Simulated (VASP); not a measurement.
# Mg (I4/mmm) in VASP: settings compared

Aim: see how the results for Mg move with the level of theory and the settings. Levels: optB88-vdW, vdW-DF-cx, rev-vdW-DF2. Tasks: relaxation of cell and atoms.

All numbers are computed with VASP 6.6.1; they aren't measurements. Logs are shortened: lines on timing, memory, paths and dates and some standing lists are left out, and cuts for length are marked.

## 1. The structure

It takes space group I4/mmm (No. 139, tetragonal). Conventional cell: a = 3.672 Å, b = 3.672 Å, c = 3.359 Å, α = 90.00°, β = 90.00°, γ = 90.00°. Mg (site symmetry 4/mmm) is surrounded by 10 Mg at 3.09 to 3.36 Å.

This isn't the form of Mg at room conditions, which is hcp.

## 2. Relaxation of cell and atoms, optB88-vdW

INCAR reads:

```
PREC = Accurate
ENCUT = 600
EDIFF = 1E-6
ISMEAR = -1
SIGMA = 0.05
LREAL = False
LASPH = True
NELM = 80
ALGO = Normal
ISIF = 3
LWAVE = False
LCHARG = False
GGA = BO
LUSE_VDW = True
AGGAC = 0.0
PARAM1 = 0.1833333333
PARAM2 = 0.22
IBRION = 2
NSW = 60
EDIFFG = -0.01
```

KPOINTS reads:

```
Automatic mesh
0
Gamma
  11 11 11
```

POSCAR reads:

```
Mg
1.0
   -1.8359916300      1.8359916300      1.6794040200
    1.8359916300     -1.8359916300      1.6794040200
    1.8359916300      1.8359916300     -1.6794040200
Mg
1
Direct
    0.0000000000      0.0000000000      0.0000000000
```

Potentials or basis: VASP PAW PBE potentials, release 64 (Mg).

Started as:

```sh
$ cat potpaw_PBE.64/Mg/POTCAR > POTCAR
$ mpirun -np 1 vasp_std > vasp.out
```

OUTCAR:

```text
PREC = Accurate
   ENCUT = 600
   EDIFF = 1E-6
   ISMEAR = -1
   LREAL = False
   LASPH = True
   NELM = 80
   ISIF = 3
   GGA = BO
   IBRION = 2
   NSW = 60
   EDIFFG = -0.01

 ion  position               nearest neighbor table
   1  0.000  0.000  0.000-

  LATTYP: Found a body centered tetragonal cell.
 ALAT       =     3.6719832600
 C/A-ratio  =     0.9147122419

  Lattice vectors:

 A1 = (  -1.8359916300,   1.8359916300,   1.6794040200)
 A2 = (   1.8359916300,  -1.8359916300,   1.6794040200)
 A3 = (   1.8359916300,   1.8359916300,  -1.6794040200)

Analysis of symmetry for initial positions (statically):
=====================================================================
 Subroutine PRICEL returns:
 Original cell was already a primitive cell.

 Routine SETGRP: Setting up the symmetry group for a
 body centered tetragonal supercell.

 Subroutine GETGRP returns: Found 16 space group operations
 (whereof 16 operations were pure point group operations)
 out of a pool of 16 trial point group operations.

The static configuration has the point symmetry D_4h.

Analysis of symmetry for dynamics (positions and initial velocities):
=====================================================================
 Subroutine PRICEL returns:
 Original cell was already a primitive cell.

 Routine SETGRP: Setting up the symmetry group for a
 body centered tetragonal supercell.

 Subroutine GETGRP returns: Found 16 space group operations
 (whereof 16 operations were pure point group operations)
 out of a pool of 16 trial point group operations.

The dynamic configuration has the point symmetry D_4h.

 Subroutine INISYM returns: Found 16 space group operations
 (whereof 16 operations are pure point group operations),
 and found     1 'primitive' translations

----------------------------------------------------------------------------------------

                                     Primitive cell

  volume of cell :      22.6442

  direct lattice vectors                    reciprocal lattice vectors
    -1.835991630  1.835991630  1.679404020     0.000000000  0.272332396  0.297724665
     1.835991630 -1.835991630  1.679404020     0.272332396  0.000000000  0.297724665
     1.835991630  1.835991630 -1.679404020     0.272332396  0.272332396  0.000000000

  length of vectors
     3.092269133  3.092269133  3.092269133     0.403490905  0.403490905  0.385136168

  position of ions in fractional coordinates (direct lattice)
     0.000000000  0.000000000  0.000000000

  ion indices of the primitive-cell ions
   primitive index   ion index
                 1           1

----------------------------------------------------------------------------------------

 KPOINTS: Automatic mesh

Automatic generation of k-mesh.
 Grid dimensions read from file:
 generate k-points for:   11   11   11

 Generating k-lattice:

  Cartesian coordinates                     Fractional coordinates (reciprocal lattice)
     0.000000000  0.024757491  0.027065879     0.090909091  0.000000000  0.000000000
     0.024757491  0.000000000  0.027065879     0.000000000  0.090909091  0.000000000
     0.024757491  0.024757491  0.000000000     0.000000000  0.000000000  0.090909091

  Length of vectors
     0.036680991  0.036680991  0.035012379

  Shift w.r.t. Gamma in fractional coordinates (k-lattice)
     0.000000000  0.000000000  0.000000000

 Subroutine IBZKPT returns following result:
 ===========================================

 Found    126 irreducible k-points:

 Following reciprocal coordinates:
            Coordinates               Weight
  0.000000  0.000000  0.000000      1.000000
  0.090909 -0.000000  0.000000      8.000000
  0.181818  0.000000 -0.000000      8.000000
  0.272727  0.000000  0.000000      8.000000
  0.363636 -0.000000  0.000000      8.000000
  0.454545  0.000000 -0.000000      8.000000
[... 16 lines left out ...]
 -0.272727  0.181818 -0.000000     16.000000
 -0.181818  0.181818  0.000000      4.000000
 [... further k-points ...]
   k-points           NKPTS =    126   k-points in BZ     NKDIM =    126   number of bands    NBANDS=      5
   number of dos      NEDOS =    301   number of ions     NIONS =      1
   total plane-waves  NPLWV =  21952
   dimension x,y,z NGX =    28 NGY =   28 NGZ =   28
   dimension x,y,z NGXF=    56 NGYF=   56 NGZF=   56
   ions per type =               1
   NGX,Y,Z   is equivalent  to a cutoff of  15.05, 15.05, 15.05 a.u.
   NGXF,Y,Z  is equivalent  to a cutoff of  30.11, 30.11, 30.11 a.u.
 SYSTEM =  unknown system
   PREC   = accura    normal or accurate (medium, high low for compatibility)
   ISTART =      0    job   : 0-new  1-cont  2-samecut
   ICHARG =      2    charge: 1-file 2-atom 10-const
   ISPIN  =      1    spin polarized calculation?
   LNONCOLLINEAR =      F non collinear calculations
   LSORBIT =      F    spin-orbit coupling
   LASPH  =      T    aspherical Exc in radial PAW
   ENCUT  =  600.0 eV  44.10 Ry    6.64 a.u.   6.18  6.18  6.18*2*pi/ulx,y,z
   NELM   =     80;   NELMIN=  2; NELMDL= -5     # of ELM steps
   EDIFF  = 0.1E-05   stopping-criterion for ELM
   LREAL  =      F    real-space projection
   EDIFFG = -.1E-01   stopping-criterion for IOM
   NSW    =     60    number of steps for IOM
   IBRION =      2    ionic relax: 0-MD 1-quasi-New 2-CG
   NFREE  =      1    steps in history (QN), initial steepest desc. (CG)
   ISIF   =      3    stress and relaxation
   ISYM   =      2    0-nonsym 1-usesym 2-fastsym
   POTIM  = 0.5000    time-step for ionic-motion
   TEBEG  =    0.0;   TEEND  =   0.0 temperature during run
   PSTRESS=    0.0 pullay stress
   NELECT =       2.0000    total number of electrons
   NUPDOWN=      -1.0000    fix difference up-down
   EMIN   =  10.00;   EMAX   =-10.00  energy-range for DOS
   EFERMI =   0.00;   METHOD = LEGACY
   ISMEAR =    -1;   SIGMA  =   0.05  broadening in eV -4-tet -1-fermi 0-gaus
   EFERMI_NEDOS =   21; number of points for ismear=-14 and -15
   IALGO  =     38    algorithm
   IMIX   =      4    mixing-type and parameters
     AMIX     =   0.40;   BMIX     =  1.00
     AMIX_MAG =   1.60;   BMIX_MAG =  1.00
  volume/ion in A,a.u.               =      22.64       152.81
  Fermi-wavevector in a.u.,A,eV,Ry     =   0.729065  1.377732  7.231974  0.531535
  Thomas-Fermi vector in A             =   1.820694
   LORBIT       =      0    0 simple, 1 ext, 2 COOP (PROOUT), +10 PAW based schemes
   GGA     = BO    functional components
   LHFCALC =     F    Hartree Fock is set to
   AEXX    =    0.0000 exact exchange contribution
   IVDW_NL    =     1    kernel type
   BPARAM     = 6.3000
   IVDW    =     0    specifies the selected vdW correction
   LEPSILON=     F    determine dielectric tensor
   LRPA    =     F    only Hartree local field effects (RPA)
 conjugate gradient relaxation of ions
 non-spin polarized calculation
  energy-cutoff  :      600.00
  volume of cell :       22.64
 maximum number of plane-waves:       782
 NGX is ok and might be reduce to    28
   NGX = 13   NGY = 13   NGZ = 13

--------------------------------------- Ionic step        1  -------------------------------------------

 number of electron       2.0000000 magnetization

 Free energy of the ion-electron system (eV)
  ---------------------------------------------------
  ext. energy  EPLUGINS =         0.00000000
  ---------------------------------------------------
  free energy    TOTEN  =         0.10006266 eV

  energy without entropy =        0.10338192  energy(sigma->0) =        0.10172229

------------------------ aborting loop because EDIFF is reached ----------------------------------------

  FORCE on cell =-STRESS in cart. coord.  units (eV):
  Direction    XX          YY          ZZ          XY          YZ          ZX
  --------------------------------------------------------------------------------------
  -------------------------------------------------------------------------------------
  Total        0.0161624      0.0161624     -0.0067366      0.0000000     -0.0000000      0.0000000
  in kB        1.1435613      1.1435613     -0.4766428      0.0000000     -0.0000000      0.0000000
  external PRESSURE =       0.6034933 kB  Pullay stress =       0.0000000 kB
[... 90 lines left out ...]
  FREE ENERGIE OF THE ION-ELECTRON SYSTEM (eV)
  ---------------------------------------------------
  free  energy   TOTEN  =         0.0999717049 eV

  energy  without entropy=        0.1033567565  energy(sigma->0) =        0.10166423

Total vdW correction in eV:      0.8877189

[... ionic steps 4 to 24 ...]

--------------------------------------- Ionic step       25  -------------------------------------------

 number of electron       2.0000000 magnetization

------------------------ aborting loop because EDIFF is reached ----------------------------------------

  FORCE on cell =-STRESS in cart. coord.  units (eV):
  Direction    XX          YY          ZZ          XY          YZ          ZX
  --------------------------------------------------------------------------------------
  -------------------------------------------------------------------------------------
  Total       -0.0107703     -0.0107703      0.0067564      0.0000000      0.0000000      0.0000000
  in kB       -0.7555319     -0.7555319      0.4739631      0.0000000      0.0000000      0.0000000
  external PRESSURE =      -0.3457002 kB  Pullay stress =       0.0000000 kB
[... 59 lines left out ...]
Total vdW correction in eV:      0.8883821

--------------------------------------- Ionic step       27  -------------------------------------------

 number of electron       2.0000000 magnetization

 Free energy of the ion-electron system (eV)
  ---------------------------------------------------
  ext. energy  EPLUGINS =         0.00000000
  ---------------------------------------------------
  free energy    TOTEN  =         0.09646846 eV

  energy without entropy =        0.09800828  energy(sigma->0) =        0.09723837

 E-fermi :   2.6338     XC(G=0):  -8.5614

 val. band max:        2.5306274221   @ k =  -0.4545   0.4545   0.1818
 cond. band min:       2.6629244945   @ k =  -0.4545   0.4545   0.3636
 fundamental gap:      0.1322970724
 Fermi energy:         2.6337634613

 k-point     1 :       0.0000    0.0000    0.0000
  band No.  band energies     occupation
      1      -4.3372      2.00000
      2      13.8246      0.00000
      3      16.0833      0.00000
      4      16.0833      0.00000
      5      16.1348      0.00000

 k-point     2 :       0.0909   -0.0000    0.0000
  band No.  band energies     occupation
      1      -4.1302      2.00000
      2      13.0702      0.00000
      3      14.3882      0.00000
      4      15.1035      0.00000
      5      15.7390      0.00000
[... 169 lines left out ...]
 k-point    24 :      -0.1818    0.1818    0.0000
  band No.  band energies     occupation
      1      -3.6308      2.00000
      2       9.1527      0.00000
      3      15.2090      0.00000
      4      15.3340      0.00000
      5      15.3661      0.00000

 [... further k-points ...]
[... 5 lines left out ...]
  --------------------------------------------------------------------------------------
  -------------------------------------------------------------------------------------
  Total        0.0005785      0.0005785      0.0018793      0.0000000      0.0000000      0.0000000
  in kB        0.0406367      0.0406367      0.1320083      0.0000000      0.0000000      0.0000000
  external PRESSURE =       0.0710939 kB  Pullay stress =       0.0000000 kB
[... 16 lines left out ...]
  FREE ENERGIE OF THE ION-ELECTRON SYSTEM (eV)
  ---------------------------------------------------
  free  energy   TOTEN  =         0.0964684603 eV

  energy  without entropy=        0.0980082837  energy(sigma->0) =        0.09723837

Total vdW correction in eV:      0.8887770

 reached required accuracy - stopping structural energy minimisation
```

Wall time 4.6 min (1 thread of Intel Xeon 6975P-C (Granite Rapids), shared host); peak memory 0.34 GiB.

Results:

```
Free energy                            : 0.0965 eV
Relaxed volume                         : 22.81 Å³/atom
Relaxed cell                           : a = 3.108 Å, b = 3.108 Å, c = 3.108 Å, α = 105.79°, β = 105.79°, γ = 117.12°
Space group after relaxing (to 0.05 Å) : I4/mmm (No. 139)
Energy gained by relaxing              : 3.6 meV/atom
Ionic steps                            : 27
Pressure after relaxing                : 0.0 GPa
Band gap on the k mesh                 : none (metal or under the smearing width)
```

The path:
| step | energy change (eV) | largest force (eV/Å) | pressure (GPa) | volume (Å³) |
| --- | --- | --- | --- | --- |
| 1 | 0.0000 | 0.0000 | 0.06 | 22.64 |
| 2 | 0.0000 | 0.0000 | 0.02 | 22.67 |
| 3 | -0.0001 | 0.0000 | -0.09 | 22.76 |
| 4 | -0.0002 | 0.0000 | -0.31 | 22.92 |
| 5 | -0.0001 | 0.0000 | -0.74 | 23.26 |
| 6 | -0.0002 | 0.0000 | -0.42 | 23.01 |
| 7 | -0.0002 | 0.0000 | -0.42 | 23.01 |
| 8 | -0.0002 | 0.0000 | -0.43 | 23.02 |
| 9 | -0.0002 | 0.0000 | -0.45 | 23.03 |
| 10 | -0.0003 | 0.0000 | -0.48 | 23.06 |
| 11 | -0.0003 | 0.0000 | -0.55 | 23.11 |
| 12 | -0.0005 | 0.0000 | -0.68 | 23.22 |
| 13 | -0.0007 | 0.0000 | -0.95 | 23.44 |
| 14 | -0.0008 | 0.0000 | -0.98 | 23.47 |
| 15 | -0.0008 | 0.0000 | -1.06 | 23.55 |
| 16 | -0.0008 | 0.0000 | -1.04 | 23.52 |
| 17 | -0.0010 | 0.0000 | -1.01 | 23.50 |
| 18 | -0.0014 | 0.0000 | -0.93 | 23.45 |
| 19 | -0.0022 | 0.0000 | -0.77 | 23.33 |
| 20 | -0.0032 | 0.0000 | -0.42 | 23.09 |
| 21 | -0.0030 | 0.0000 | 0.34 | 22.63 |
| 22 | -0.0035 | 0.0000 | -0.11 | 22.90 |
| 23 | -0.0035 | 0.0000 | -0.09 | 22.89 |
| 24 | -0.0035 | 0.0000 | -0.08 | 22.88 |
| 25 | -0.0036 | 0.0000 | -0.03 | 22.84 |
| 26 | -0.0036 | 0.0000 | 0.06 | 22.76 |
| 27 | -0.0036 | 0.0000 | 0.01 | 22.81 |

Final structure:
```xyz
1
Lattice="-1.8753 1.8753 1.6214 1.8753 -1.8753 1.6214 1.8753 1.8753 -1.6214" Properties=species:S:1:pos:R:3 pbc="T T T"
Mg    0.0000    0.0000    0.0000
```

Caveat: the PAW data sets were made with another functional, which shifts forces and pressure a little.

## 3. Relaxation of cell and atoms, vdW-DF-cx

INCAR, as its differences from that of step 2:

```diff
@@ -12,7 +12,5 @@
 LCHARG = False
-GGA = BO
+GGA = CX
 LUSE_VDW = True
 AGGAC = 0.0
-PARAM1 = 0.1833333333
-PARAM2 = 0.22
 IBRION = 2
```

KPOINTS is that of step 2.

POSCAR is that of step 2.

Potentials or basis: VASP PAW PBE potentials, release 64 (Mg).

Started as:

```sh
$ cat potpaw_PBE.64/Mg/POTCAR > POTCAR
$ mpirun -np 1 vasp_std > vasp.out
```

Wall time 2.2 min (1 thread of Intel Xeon 6975P-C (Granite Rapids), shared host); peak memory 0.34 GiB.

It converged, with:

| Property | Result |
| --- | --- |
| Free energy | -0.1427 eV |
| Relaxed volume | 22.71 Å³/atom |
| Relaxed cell | a = 3.090 Å, b = 3.090 Å, c = 3.090 Å, α = 109.50°, β = 109.50°, γ = 109.41° |
| Space group after relaxing (to 0.05 Å) | Im-3m (No. 229) |
| Energy gained by relaxing | 3.4 meV/atom |
| Ionic steps | 11 |
| Pressure after relaxing | 0.0 GPa |
| Band gap on the k mesh | none (metal or under the smearing width) |

Step by step:
```csv
step,energy change (eV),largest force (eV/Å),pressure (GPa),volume (Å³)
1,0.0000,0.0000,0.35,22.64
2,-0.0003,0.0000,0.08,22.81
3,-0.0004,0.0000,-0.10,22.92
4,-0.0005,0.0000,-0.12,22.92
5,-0.0011,0.0000,-0.18,22.92
6,-0.0022,0.0000,-0.27,22.93
7,-0.0032,0.0000,-0.32,22.92
8,-0.0034,0.0000,-0.01,22.72
9,-0.0034,0.0000,-0.06,22.75
10,-0.0034,0.0000,-0.04,22.74
11,-0.0034,0.0000,0.01,22.71
```

Final structure:
```cif
data_structure
_symmetry_space_group_name_H-M 'P 1'
_symmetry_Int_Tables_number 1
_cell_length_a 3.0898
_cell_length_b 3.0898
_cell_length_c 3.0898
_cell_angle_alpha 109.500
_cell_angle_beta 109.500
_cell_angle_gamma 109.414
_cell_volume 22.71
loop_
_atom_site_label
_atom_site_type_symbol
_atom_site_fract_x
_atom_site_fract_y
_atom_site_fract_z
_atom_site_occupancy
Mg1 Mg 0.00000 0.00000 0.00000 1
```

Levels at points of the mesh, in eV from the Fermi level:
```csv
k point,band 1,band 2,band 3,band 4,band 5
"(0.00, 0.00, 0.00)",-6.99,13.08,13.08,13.10,15.13
```

Caveat: the PAW data sets were made with another functional, which shifts forces and pressure a little.

## 4. Relaxation of cell and atoms, rev-vdW-DF2

INCAR, as its differences from that of step 3:

```diff
@@ -12,5 +12,8 @@
 LCHARG = False
-GGA = CX
+GGA = MK
 LUSE_VDW = True
 AGGAC = 0.0
+PARAM1 = 0.1234
+PARAM2 = 0.711357
+ZAB_VDW = -1.8867
 IBRION = 2
```

KPOINTS is that of step 3.

POSCAR is that of step 3.

Started as:

```sh
$ cat potpaw_PBE.64/Mg/POTCAR > POTCAR
$ mpirun -np 1 vasp_std > vasp.out
```

It took 37 s on 1 thread of Intel Xeon 6975P-C (Granite Rapids), shared host; peak memory 0.34 GiB.

Results (log left out):

```yaml
Free_energy: -0.2242 eV
Relaxed_volume: 22.70 Å³/atom
Relaxed_cell: a = 3.095 Å, b = 3.095 Å, c = 3.095 Å, α = 107.18°, β = 107.18°, γ = 114.15°
Space_group_after_relaxing_to_0.05_Å: I4/mmm (No. 139)
Energy_gained_by_relaxing: 0.0 meV/atom
Ionic_steps: 3
Pressure_after_relaxing: 0.0 GPa
Band_gap_on_the_k_mesh: none (metal or under the smearing width)
```

Stress tensor (GPa, compression positive):
```
-0.07  0.00  0.00
 0.00 -0.07  0.00
 0.00  0.00  0.04
```

Final structure:
```
Mg
1.0
    -1.83689    1.83689    1.68226
     1.83689   -1.83689    1.68226
     1.83689    1.83689   -1.68226
Mg
1
Cartesian
  0.0000 0.0000 0.0000
```

Levels at points of the mesh, in eV from the Fermi level:
```csv
k point,band 1,band 2,band 3,band 4,band 5
"(0.00, 0.00, 0.00)",-7.01,11.91,13.73,13.73,14.13
```

Caveat: the PAW data sets were made with another functional, which shifts forces and pressure a little.

## 5. The reference run

An earlier run on the cell as given: functional PBE; potentials or basis VASP PAW PBE potentials, release 64 (Mg); cutoff 520 eV; k mesh 11 × 11 × 11; occupations fermi-dirac, width 0.05 eV; no spin polarisation.

- Pressure: 0.4 GPa
- Band gap on the k mesh: none (metal or under the smearing width)

## 6. Summary

| task | level | cell | cutoff (eV) | gap on the mesh (eV) | pressure (GPa) | relaxed volume (Å³/atom) |
| --- | --- | --- | --- | --- | --- | --- |
| relaxation of cell and atoms | optB88-vdW | relaxed | 600 | none | 0.0 | 22.81 |
| relaxation of cell and atoms | vdW-DF-cx | relaxed | 600 | none | 0.0 | 22.71 |
| relaxation of cell and atoms | rev-vdW-DF2 | relaxed | 600 | none | 0.0 | 22.70 |
| single point | PBE | as given | 520 | none | 0.4 | - |

Alike in all rows: potentials or basis VASP PAW PBE potentials, release 64 (Mg); no spin polarisation; k mesh 11 × 11 × 11; smearing fermi-dirac 0.05 eV.

Caveats: the PAW data sets were made with another functional, which shifts forces and pressure a little (some runs).

Absolute energies hang on the potentials; compare differences alone.
